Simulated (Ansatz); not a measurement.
This ScAl3 structure is the end of a relaxation. The cell was found from a structure generator's guess, not taken from experiment.

Method: DFT PBE, scalar-relativistic, plane waves, PAW (Ansatz 0.2.0). Cutoff 420 eV, Γ-centred mesh, Gaussian smearing, no spin polarisation.

```
CELL_PARAMETERS angstrom
-2.01166 2.01166 4.40911
2.01166 -2.01166 4.40911
2.01166 2.01166 -4.40911
ATOMIC_POSITIONS crystal
Sc 0.00000 0.00000 0.00000
Al 0.50000 0.50000 0.00000
Al 0.75000 0.25000 0.50000
Al 0.25000 0.75000 0.50000
```

The zero of energy is the elements' standard structures at the same level; no fitted shifts are applied.

Task: What space group does it have?

Result: I4/mmm (No. 139), the TiAl3 (D0_22) type. Conventional cell: a = 4.023 Å, c = 8.818 Å. Sc is surrounded by 12 Al at 2.84–2.98 Å; Al on a site of symmetry 4/mmm has 4 Sc at 2.84 Å and 8 Al at 2.98 Å; around Al on a site of symmetry -4m2 lie 8 Al at 2.84–2.98 Å and 4 Sc at 2.98 Å.

Task: What is its formation energy per atom?

Result: −0.36 eV/atom. A negative formation energy is needed for stability but isn't enough: competing phases decide.

Task: Is it a metal?

Result: Yes, bands cross the Fermi level on the 16×16×16 mesh.

The last run used a 16×16×16 mesh for its 4-atom cell and Gaussian smearing of 0.10 eV. Symmetry constrained the relaxation, so the result can be a saddle point.
